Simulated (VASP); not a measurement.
Set up this calculation in VASP 6.6.1, as the native input.

* Task: relaxation of cell and atoms
* Functional: r2SCAN
* Potentials or basis: VASP PAW PBE potentials, release 64 (Mo_sv)
* Cutoff: 600 eV
* k mesh: 12 × 12 × 12
* Occupations: methfessel-paxton, width 0.1 eV
* Spin: no spin polarisation
* Further INCAR settings: ALGO = Normal; EDIFF = 1e-06; IBRION = 2; EDIFFG = -0.005; NSW = 40; ISIF = 3

The structure of Mo lies in POSCAR:

```
Mo
1.0
   -1.5838089719      1.5838089719      1.5838089719
    1.5838089719     -1.5838089719      1.5838089719
    1.5838089719      1.5838089719     -1.5838089719
Mo
1
Direct
    0.0000000000      0.0000000000      0.0000000000
```

These files were run (other wordings do the same):

INCAR

```
ALGO     = Normal         # electronic algorithm
EDIFF    = 1E-6           # SCF threshold, eV
EDIFFG   = -0.005         # ionic threshold
ENCUT    = 600            # plane-wave cutoff, eV
IBRION   = 2              # ionic algorithm
ISIF     = 3              # what is computed and relaxed
ISMEAR   = 1              # smearing method
LASPH    = True           # aspherical terms in the spheres
LCHARG   = False          # write CHGCAR
LMIXTAU  = True         
LREAL    = False          # projectors in reciprocal space
LWAVE    = False          # write WAVECAR
METAGGA  = R2SCAN         # meta-GGA
NELM     = 80             # most SCF steps
NSW      = 40             # ionic steps
PREC     = Accurate       # precision mode
SIGMA    = 0.1            # smearing width, eV
```

KPOINTS

```
k-points
0
Gamma
  12 12 12
```

Potentials or basis: VASP PAW PBE potentials, release 64 (Mo_sv).

The run is started by

```bash
$ cat potpaw_PBE.64/Mo_sv/POTCAR > POTCAR
$ mpirun -np 1 vasp_std > vasp.out
```

Results of the run:

```
Relaxed volume                         : 15.69 Å³/atom
Relaxed cell                           : a = 2.732 Å, b = 2.732 Å, c = 2.732 Å, α = 109.47°, β = 109.47°, γ = 109.47°
Space group after relaxing (to 0.05 Å) : Im-3m (No. 229)
Energy gained by relaxing              : 2.2 meV/atom
Ionic steps                            : 3
Pressure after relaxing                : 0.0 GPa
Band gap on the k mesh                 : none (metal or under the smearing width)
```

Caveat: the PAW data sets were made with another functional, which shifts forces and pressure a little.

Run time: 80 s on 1 thread of Intel(R) Xeon(R) 6975P-C (Granite Rapids), on a shared host, peak memory 0.15 GiB.
